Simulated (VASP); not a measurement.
Set up this calculation in VASP 6.6.1, as the native input.

```
Task                   : single point
Functional             : PBE
Dispersion             : D3(BJ)
Potentials or basis    : VASP PAW PBE potentials, release 64 (C)
Cutoff                 : 520 eV
k mesh                 : 21 × 21 × 12
Occupations            : gaussian, width 0.1 eV
Spin                   : no spin polarisation
Dipole correction      : no
Further INCAR settings : ALGO = Fast; EDIFF = 1e-06; NBANDS = 11
```

The structure of C lies in POSCAR:

```
C
1.0
    2.5756399100      0.0000000000      0.0000000000
   -1.2878199550      2.2305695931      0.0000000000
    0.0000000000      0.0000000000      3.4779936928
C
2
Direct
    0.3333333333      0.6666666667      0.0000000000
    0.6666666667      0.3333333333      0.0000000000
```

This is a stacking variant of graphite.

The cell isn't the ideal one: biaxial strain in the a-b plane, c and atoms relaxed: +4.5 %.

One way to write it, as run:

INCAR

```
PREC = Accurate
ENCUT = 520
EDIFF = 1E-6
ISMEAR = 0
SIGMA = 0.1
LREAL = False
LASPH = True
NELM = 100
ALGO = Fast
ISIF = 2
LWAVE = False
LCHARG = True
GGA = PE
IVDW = 12
LELF = True
LVHAR = True
NBANDS = 11
```

KPOINTS

```
regular mesh
0
Gamma
  21 21 12
```

Potentials or basis: VASP PAW PBE potentials, release 64 (C).

The run is started by

```bash
$ cat potpaw_PBE.64/C/POTCAR > POTCAR
$ mpirun -np 1 vasp_std > vasp.out
```

Results of the run:

| Quantity | Value |
| --- | --- |
| Pressure | -29.2 GPa |
| Band gap on the k mesh | none (metal or under the smearing width) |
| Dispersion energy per atom | -0.143 eV |

Caveat: so large a pressure means that the cell lies far from this level's equilibrium, or that cutoff or potentials fall short.

Wall time 31 s on 1 thread of AMD EPYC 9R45 96-Core Processor (Zen 5) (shared host), peak memory 0.15 GiB.
